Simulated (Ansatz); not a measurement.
AlAs (started from an entry of an open crystallographic database) was relaxed with 5 functionals in Ansatz 0.2.0, cell and atoms free, the symmetry of the start kept (meshes: PBE 8×8×8, r2SCAN 8×8×8, PBEsol 8×8×8, LDA 8×8×8, HSE06 6×6×6). Calculated for a static, non-magnetic cell.

The r2SCAN result:
```cif
data_structure
_symmetry_space_group_name_H-M 'P 1'
_symmetry_Int_Tables_number 1
_cell_length_a 4.0148
_cell_length_b 4.0148
_cell_length_c 4.0148
_cell_angle_alpha 60.000
_cell_angle_beta 60.000
_cell_angle_gamma 60.000
_cell_volume 45.76
loop_
_atom_site_label
_atom_site_type_symbol
_atom_site_fract_x
_atom_site_fract_y
_atom_site_fract_z
_atom_site_occupancy
Al1 Al 0.00000 0.00000 0.00000 1
As1 As 0.25000 0.25000 0.25000 1
```

It is cubic, F-43m (No. 216); conventional cell a = 5.678 Å, 22.88 Å³ an atom. Al is surrounded by 4 As at 2.46 Å; As is surrounded by 4 Al at 2.46 Å.

Question: What lattice does PBEsol give?

Answer: a = 5.675 Å; the volume differs by -0.2 % from r2SCAN's. Al is surrounded by 4 As at 2.46 Å; As is surrounded by 4 Al at 2.46 Å.

Question: How does the cell change with PBE?

Answer: a = 5.728 Å; the volume differs by +2.7 % from r2SCAN's. Around Al lie 4 As at 2.48 Å; around As lie 4 Al at 2.48 Å.

Question: Held at the r2SCAN cell, what mean stress do LDA and PBE find, and does its sign point to their own minimum?

Answer: Yes. LDA -1.85 GPa, and its relaxed volume is -2.6 % from r2SCAN's; PBE +1.89 GPa, and its relaxed volume is +2.7 % from r2SCAN's. Compression counts positive, so a positive stress asks for a larger cell.
